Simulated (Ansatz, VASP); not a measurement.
Rh: VASP beside Ansatz

INCAR

```
ALGO = Normal ; EDIFF = 1E-8
ENCUT = 520 ; GGA = PS
ISIF = 2 ; ISMEAR = -1
LASPH = T ; LCHARG = F
LEFG = T ; LREAL = F
LWAVE = F ; NBANDS = 14
NELM = 100 ; PREC = Accurate
SIGMA = 0.08
```

Contents of KPOINTS:

```
k-points
0
Gamma
  16 16 16
```

The input POSCAR:

```
Rh
1.0
    0.0000000000      1.8630621781      1.8630621781
    1.8630621781      0.0000000000      1.8630621781
    1.8630621781      1.8630621781      0.0000000000
Rh
1
Direct
    0.0000000000      0.0000000000      0.0000000000
```

Input for Ansatz:

```yaml
crystal:
  lattice:
    - [0.0, 1.8630621781, 1.8630621781]
    - [1.8630621781, 0.0, 1.8630621781]
    - [1.8630621781, 1.8630621781, 0.0]
  atoms:
    - { symbol: Rh, position: [0.0, 0.0, 0.0] }
kpoints:
  mp_grid: { grid: [16, 16, 16] }
scf:
  occupations: { method: fermi_dirac, width: 0.08 }
hamiltonian:
  xc: pbesol
  pseudopotentials: { kind: paw }
output:
  forces: true
  stress: true
  eigenvalues: true
  efg: { contact_densities: true }
```

Change from the starting cell: volume scaled by 0.9405, PAW files.

Alike in both runs: task electric field gradients; functional PBEsol; k mesh 16 × 16 × 16; occupations fermi-dirac, width 0.08 eV; no spin polarisation.

|  | VASP | Ansatz |
| --- | --- | --- |
| version | VASP 6.6.1 | Ansatz 0.2.0 |
| potentials or method | VASP PAW PBE potentials, release 64 (Rh_pv) | PAW with Ansatz's default frozen-core files, scalar-relativistic |
| plane-wave cutoff (eV) | 520 | 420 |
| valence electrons in the cell | 15 | 17 |

VASP gave:

```
pressure (GPa)                                                 : 14.4
Vzz of the field gradient on the site that differs most (V/Å²) : 0.0
```

Task: Estimate Ansatz's values.

Result: Pressure (GPa): 14.5; Vzz of the field gradient on the site that differs most (V/Å²): 0.0.

With one functional, cell and mesh, what is left measures potentials, basis and numerics. The two sets of potentials don't hold the same shells in valence. Ansatz warned: «gradients_without_spin_orbit».

Caveats: the PAW data sets were made with another functional, which shifts forces and pressure a little (VASP).
